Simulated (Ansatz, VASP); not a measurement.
## One calculation of Ni, two programs

```xyz
1
Lattice="0.0000 1.6761 1.6761 1.6761 0.0000 1.6761 1.6761 1.6761 0.0000" Properties=species:S:1:pos:R:3 pbc="T T T"
Ni    0.0000    0.0000    0.0000
```

Alike in both runs: task single point; functional PBE; dispersion D4; k mesh 13 × 13 × 13; occupations tetrahedron; collinear spin; Hubbard terms Ni d U = 3.5 eV.

|  | VASP | Ansatz |
| --- | --- | --- |
| version | VASP 6.6.1 | Ansatz 0.2.0 |
| potentials or method | VASP PAW PBE potentials, release 64 (Ni) | Ansatz PAW |
| plane-wave cutoff (eV) | 520 | 420 |
| valence electrons in the cell | 10 | 18 |

```csv
,VASP,Ansatz,Ansatz less VASP
gap on the k mesh at the Fermi level (eV),none,none,-
pressure (GPa),18.6,32.5,+13.93
net moment per atom (μB),0.64,0.61,-0.030
size of the moment on the site where the two differ most (μB),0.65,0.66,+0.010
dispersion energy (meV/atom),-519.3,-519.3,-0.01
```

Site moments also hang on the region over which each program counts them. The programs project onto different local orbitals, so the same U acts differently. A gap of «none» marks a metal or a gap that the smearing closes. The two sets of potentials don't hold the same shells in valence.

Caveats: pairwise dispersion overbinds metals, which lowers pressure and volume; the U is typed as a test and isn't derived for this compound; tetrahedron occupations give inexact forces and stress in metals (VASP); the magnetic or orbital state may not be the lowest (Ansatz); with tetrahedron occupations forces and stress needn't match the slope of the energy (Ansatz). The state reached can hang on the start; a lower one may exist.
